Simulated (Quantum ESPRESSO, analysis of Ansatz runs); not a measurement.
# A hop of O in SnO2 (P4_2/mnm), charge 0 (Quantum ESPRESSO), part 2 of 3

Wanted: path and barrier of a jump of O in SnO2 (P4_2/mnm) at charge 0. The case: V_O hop (2.6 Å), in a cell of 72 host atoms with 1 O taken out.

Quantum ESPRESSO 7.5; Quantum ESPRESSO plane-wave DFT, PBEsol, GBRV 1.5 PBEsol potentials; nudged elastic band between two relaxed defect structures.

So far: The structure; Relaxation of the start point, charge 0.

## (3) Relaxation of the end point, charge 0

Level of this step: Quantum ESPRESSO plane-wave DFT, PBEsol, GBRV 1.5 PBEsol potentials; relaxation of all atoms of a defect supercell (Quantum ESPRESSO).

The end point is relaxed in the same cell and settings, so that the two energies compare. Atoms more than 3.2 Å from the middle of the hop start where the first relaxation left them, the nearer ones on or close to their ideal places, with small random displacements.

The input, pw.in:

```
&CONTROL
  calculation = 'relax'
  prefix = 'pwscf'
  outdir = './tmp'
  pseudo_dir = './pseudo'
  tprnfor = .true.
  disk_io = 'low'
  nstep = 70
  forc_conv_thr = 0.0012
  etot_conv_thr = 0.0001
/
&SYSTEM
  ibrav = 0
  nat = 71
  ntyp = 2
  ecutwfc = 36
  ecutrho = 288
  nbnd = 313
  occupations = 'fixed'
  nosym = .true.
/
&ELECTRONS
  conv_thr = 7d-08
  electron_maxstep = 100
  mixing_beta = 0.5
/
&IONS
  ion_dynamics = 'bfgs'
/
ATOMIC_SPECIES
Sn   118.7100 sn_pbesol_v1.4.uspp.F.UPF
O     15.9990 o_pbesol_v1.2.uspp.F.UPF
CELL_PARAMETERS angstrom
   9.5066964961    0.0000000000    0.0000000000
   0.0000000000    9.5066964961    0.0000000000
   0.0000000000    0.0000000000    9.6255699527
ATOMIC_POSITIONS crystal
Sn     0.2492336599    0.2502808310    0.1663798721
Sn     0.0040530244   -0.0040966931    0.0000084576
[... 4 atom lines left out ...]
Sn     0.2477190886    0.2487048155    0.5003879431
[... 4 atom lines left out ...]
O      0.3469267301    0.3459331355    0.3330216467
[... 5 atom lines left out ...]
O      0.3461227129    0.3473353684    0.6661393045
[... 3 atom lines left out ...]
O      0.4042092562    0.5949284164    0.1674726955
[... 10 atom lines left out ...]
O      0.4032072786    0.5958427984    0.8333854650
[... 8 atom lines left out ...]
Sn     0.7504808119    0.2497196847    0.5005316121
[... 1 atom line left out ...]
O      0.4039878357    0.5969130450    0.4996994457
[... 15 atom lines left out ...]
Sn     0.7514573385    0.7511551058    0.4990290039
Sn     0.4990845120    0.5005036387    0.3332135771
[... 2 atom lines left out ...]
O      0.6527080947    0.6540334554    0.3335291767
[... 2 atom lines left out ...]
Sn     0.5004139410    0.5009298322    0.6664043574
[... 2 atom lines left out ...]
O      0.6531635350    0.6520427961    0.6664357401
O      0.8470916369    0.8473189848    0.6669568842
K_POINTS gamma
```

The run is started by

```bash
$ OMP_NUM_THREADS=1 mpirun -n 4 pw.x -in pw.in > pw.out
```

Output:

```text
[shortened: banners, details of potentials and solvers, and blank lines are left out]
[banner, memory and clock lines left out]
     gamma-point specific algorithms are used
     one sub-group per band group will be used
     bravais-lattice index     =            0
     lattice parameter (alat)  =      17.9651  a.u.
     unit-cell volume          =    5870.5976 (a.u.)^3
     number of atoms/cell      =           71
     number of atomic types    =            2
     number of electrons       =       618.00
     number of Kohn-Sham states=          313
     kinetic-energy cutoff     =      36.0000  Ry
     charge density cutoff     =     288.0000  Ry
     scf convergence threshold =      7.0E-08
     mixing beta               =       0.5000
     number of iterations used =            8  plain     mixing
     energy convergence thresh.=      1.0E-04
     force convergence thresh. =      1.2E-03
     Exchange-correlation= SLA  PW   PSX  PSC
                           (   1   4  10   8   0   0   0)
     nstep                     =           70
     crystal axes: (cart. coord. in units of alat)
               a(1) = (   1.000000   0.000000   0.000000 )
               a(2) = (   0.000000   1.000000   0.000000 )
               a(3) = (   0.000000   0.000000   1.012504 )
     PseudoPot. # 1 for Sn read from file:
     sn_pbesol_v1.4.uspp.F.UPF
     Pseudo is Ultrasoft + core correction, Zval = 14.0
[...]
PseudoPot. # 2 for O  read from file:
     o_pbesol_v1.2.uspp.F.UPF
     Pseudo is Ultrasoft + core correction, Zval =  6.0
[...]
atomic species   valence    mass     pseudopotential
     Sn               14.00   118.71000     Sn( 1.00)
     O                 6.00    15.99900     O ( 1.00)
     No symmetry found
     site n.     atom                  positions (alat units)
         1        Sn     tau(   1) = (   0.2492337   0.2502808   0.1684603  )
         2        Sn     tau(   2) = (   0.0040530  -0.0040967   0.0000086  )
         3        O      tau(   3) = (   0.0968996   0.4033219   0.1685709  )
         4        O      tau(   4) = (   0.4013531   0.0963332   0.1703723  )
         5        O      tau(   5) = (   0.1534385   0.1514754   0.0000217  )
         6        O      tau(   6) = (   0.3476480   0.3466679  -0.0000180  )
         7        Sn     tau(   7) = (   0.2477191   0.2487048   0.5066449  )
         8        Sn     tau(   8) = (  -0.0031920   0.0032609   0.3360973  )
[...]
number of k points=     1
                       cart. coord. in units 2pi/alat
        k(    1) = (   0.0000000   0.0000000   0.0000000), wk =   2.0000000
     Dense  grid:   242294 G-vectors     FFT dimensions: ( 100, 100, 100)
     Smooth grid:    85691 G-vectors     FFT dimensions: (  72,  72,  72)
     Check: negative core charge=   -0.000002
     starting charge     593.9989, renormalised to     618.0000
     Self-consistent Calculation
     iteration #  1     ecut=    36.00 Ry     beta= 0.50
     total energy              =   -5324.47358682 Ry
     estimated scf accuracy    <      19.13311344 Ry
     iteration #  2     ecut=    36.00 Ry     beta= 0.50
     total energy              =   -5329.97596455 Ry
     estimated scf accuracy    <       3.00758027 Ry
     iteration #  3     ecut=    36.00 Ry     beta= 0.50
     total energy              =   -5330.33641340 Ry
     estimated scf accuracy    <       0.21413596 Ry
[...]
estimated scf accuracy    <       0.00007037 Ry
     iteration # 10     ecut=    36.00 Ry     beta= 0.50
     total energy              =   -5330.38010757 Ry
     estimated scf accuracy    <       0.00002363 Ry
[... 104 further cycles ...]
     iteration #  7     ecut=    36.00 Ry     beta= 0.50
     total energy              =   -5330.42438290 Ry
     estimated scf accuracy    <          4.3E-09 Ry
     iteration #  8     ecut=    36.00 Ry     beta= 0.50
     End of self-consistent calculation
          k = 0.0000 0.0000 0.0000 ( 10712 PWs)   bands (ev):
   -11.9222 -11.8447 -11.8229 -11.7575 -11.7413 -11.7128 -11.6456 -11.6007
   -11.5994 -11.5899 -11.5570 -11.5512 -11.5352 -11.5120 -11.5108 -11.5016
   -11.4901 -11.4432 -11.4281 -11.4240 -11.4058 -11.3939 -11.3673 -11.3579
   -11.3259 -11.2875 -11.2786 -11.2242 -11.2125 -11.1451 -11.0639 -11.0614
   -11.0516 -11.0348 -11.0333 -11.0217 -11.0097 -10.9920 -10.9823 -10.9809
   -10.9315 -10.9161 -10.9099 -10.9043 -10.8994 -10.8804 -10.8720 -10.8578
   -10.8533 -10.8380 -10.8300 -10.8284 -10.8135 -10.8058 -10.7900 -10.7846
   -10.7827 -10.7689 -10.7655 -10.7613 -10.7583 -10.7398 -10.7320 -10.7273
[...]
13.3535
     highest occupied, lowest unoccupied level (ev):     9.7232   11.7359
!    total energy              =   -5330.42438290 Ry
     estimated scf accuracy    <          3.8E-10 Ry
     The total energy is the sum of the following terms:
     one-electron contribution =   -1632.89690559 Ry
     hartree contribution      =    1293.59075088 Ry
     xc contribution           =   -1366.94908249 Ry
     ewald contribution        =   -3624.16914569 Ry
     convergence has been achieved in   8 iterations
     Forces acting on atoms (cartesian axes, Ry/au):
     atom    1 type  1   force =     0.00036314    0.00063127    0.00018490
     atom    2 type  1   force =    -0.00044289    0.00031668    0.00010673
     atom    3 type  2   force =    -0.00000804   -0.00005770    0.00026928
     atom    4 type  2   force =     0.00006605    0.00025242   -0.00055043
     atom    5 type  2   force =    -0.00053309    0.00082817   -0.00023703
     atom    6 type  2   force =    -0.00019857    0.00023774    0.00004422
     atom    7 type  1   force =    -0.00021589   -0.00124029    0.00005609
     atom    8 type  1   force =     0.00018812   -0.00035384    0.00084497
[...]
Total force =     0.006078     Total SCF correction =     0.000079
     Energy error            =      9.9E-05 Ry
     Gradient error          =      1.5E-03 Ry/Bohr
     number of scf cycles    =  13
     number of bfgs steps    =  12
     energy             old  =   -5330.4242838054 Ry
     energy             new  =   -5330.4243828959 Ry
     CASE: energy            _new < energy            _old
     new trust radius        =       0.0049264713 bohr
     new conv_thr            =       0.0000000007 Ry
ATOMIC_POSITIONS (crystal)
Sn               0.2504829703        0.2487522077        0.1662930994
Sn              -0.0030063916        0.0029487838       -0.0000426235
O                0.0964025983        0.4007523537        0.1681371527
O                0.4032568776        0.0961337750        0.1666869945
O                0.1521765698        0.1526322454       -0.0000110730
O                0.3473488350        0.3468104824       -0.0000320927
Sn               0.2486257830        0.2481206381        0.4999715865
Sn               0.0036484965       -0.0036737565        0.3317310353
[...]
Check: negative core charge=   -0.000002
     Self-consistent Calculation
     iteration #  1     ecut=    36.00 Ry     beta= 0.50
     total energy              =   -5330.42442769 Ry
     estimated scf accuracy    <       0.00002792 Ry
     iteration #  2     ecut=    36.00 Ry     beta= 0.50
     total energy              =   -5330.42443114 Ry
     estimated scf accuracy    <       0.00000418 Ry
     iteration #  3     ecut=    36.00 Ry     beta= 0.50
     total energy              =   -5330.42443207 Ry
     estimated scf accuracy    <       0.00000094 Ry
[...]
estimated scf accuracy    <       0.00000004 Ry
     iteration #  6     ecut=    36.00 Ry     beta= 0.50
     total energy              =   -5330.42443230 Ry
     estimated scf accuracy    <          3.8E-09 Ry
     iteration #  7     ecut=    36.00 Ry     beta= 0.50
     total energy              =   -5330.42443230 Ry
     estimated scf accuracy    <          1.8E-09 Ry
     iteration #  8     ecut=    36.00 Ry     beta= 0.50
     End of self-consistent calculation
          k = 0.0000 0.0000 0.0000 ( 10712 PWs)   bands (ev):
   -11.9231 -11.8458 -11.8225 -11.7587 -11.7412 -11.7129 -11.6454 -11.6010
   -11.5993 -11.5896 -11.5569 -11.5516 -11.5350 -11.5111 -11.5101 -11.5005
   -11.4903 -11.4432 -11.4283 -11.4240 -11.4061 -11.3941 -11.3672 -11.3573
   -11.3260 -11.2877 -11.2788 -11.2245 -11.2125 -11.1455 -11.0651 -11.0618
   -11.0523 -11.0362 -11.0337 -11.0220 -11.0105 -10.9928 -10.9825 -10.9810
   -10.9317 -10.9169 -10.9102 -10.9045 -10.9000 -10.8804 -10.8717 -10.8576
   -10.8530 -10.8383 -10.8298 -10.8287 -10.8131 -10.8054 -10.7897 -10.7849
   -10.7824 -10.7689 -10.7653 -10.7615 -10.7581 -10.7401 -10.7318 -10.7275
[...]
13.3538
     highest occupied, lowest unoccupied level (ev):     9.7228   11.7352
!    total energy              =   -5330.42443230 Ry
     estimated scf accuracy    <          1.8E-10 Ry
     The total energy is the sum of the following terms:
     one-electron contribution =   -1632.83523138 Ry
     hartree contribution      =    1293.55948274 Ry
     xc contribution           =   -1366.94824392 Ry
     ewald contribution        =   -3624.20043975 Ry
     convergence has been achieved in   8 iterations
     Forces acting on atoms (cartesian axes, Ry/au):
     atom    1 type  1   force =     0.00042666    0.00031355   -0.00004083
     atom    2 type  1   force =    -0.00047765    0.00045814    0.00005988
     atom    3 type  2   force =     0.00002426   -0.00000506    0.00032235
     atom    4 type  2   force =     0.00016751    0.00004276   -0.00031723
     atom    5 type  2   force =    -0.00023243    0.00076145   -0.00009133
     atom    6 type  2   force =    -0.00018172    0.00030718    0.00000035
     atom    7 type  1   force =    -0.00038087   -0.00083140   -0.00005197
     atom    8 type  1   force =     0.00002991   -0.00010190    0.00066337
[...]
Total force =     0.004758     Total SCF correction =     0.000051
     Energy error            =      4.9E-05 Ry
     Gradient error          =      8.5E-04 Ry/Bohr
     bfgs converged in  14 scf cycles and  13 bfgs steps
     (criteria: energy <  1.0E-04 Ry, force <  1.2E-03 Ry/Bohr)
     End of BFGS Geometry Optimization
     Final energy             =   -5330.4244322989 Ry
Begin final coordinates
ATOMIC_POSITIONS (crystal)
Sn               0.2504829703        0.2487522077        0.1662930994
Sn              -0.0030063916        0.0029487838       -0.0000426235
O                0.0964025983        0.4007523537        0.1681371527
O                0.4032568776        0.0961337750        0.1666869945
O                0.1521765698        0.1526322454       -0.0000110730
O                0.3473488350        0.3468104824       -0.0000320927
Sn               0.2486257830        0.2481206381        0.4999715865
Sn               0.0036484965       -0.0036737565        0.3317310353
[...]
End final coordinates
```

The job ended after 11 min (4 MPI ranks of Arm Neoverse V1, shared host; peak memory 1.6 GiB).

Step by step:

```tsv
step	energy less that of the first step (eV)
0	0.0000
1	-0.2323
2	-0.3836
3	-0.4515
4	-0.5077
5	-0.5410
6	-0.5683
7	-0.5828
8	-0.5907
9	-0.5949
10	-0.5984
11	-0.6009
12	-0.6023
13	-0.6029
```

The atoms that moved most (Å):

```tsv
atom	dx	dy	dz	length
Sn25	0.105	-0.108	-0.011	0.151
Sn42	0.102	-0.105	-0.006	0.146
Sn67	-0.062	0.049	0.081	0.113
Sn61	-0.049	0.053	-0.078	0.106
O45	0.067	-0.068	-0.001	0.095
Sn2	-0.067	0.067	0.000	0.095
O27	0.067	-0.067	0.000	0.094
Sn8	0.065	-0.066	-0.002	0.093
```

Neighbours of O44 at the end:

```tsv
atom	distance (Å)
Sn67	2.037
Sn61	2.037
Sn25	2.121
O12	2.880
O18	2.880
O70	2.880
O64	2.880
O29	2.931
O34	2.931
O35	2.931
O28	2.931
```

This step gave:

* highest filled level: 9.723 eV
* lowest empty level: 11.74 eV
* r.m.s. move of the farther half of the atoms: 0.02367 Å
* largest move from the ideal geometry of this structure, a common shift of the far atoms taken out: 0.1596 Å

The relaxation gained 0.603 eV and ended with a largest force component of 0.022 eV/Å. The end lies within 1 meV of the start.

(Part 2 of 3 ends here.)

[Logs are printed without paths, hosts, clocks, repeated set-up lines and the standing remarks that a program may print on its own settings, such as how far it seeks lower states.]

[Hosts, paths, dates, database ids (printed as entryN), source tags and the programs' standing remarks are cut or masked in the printed files.]
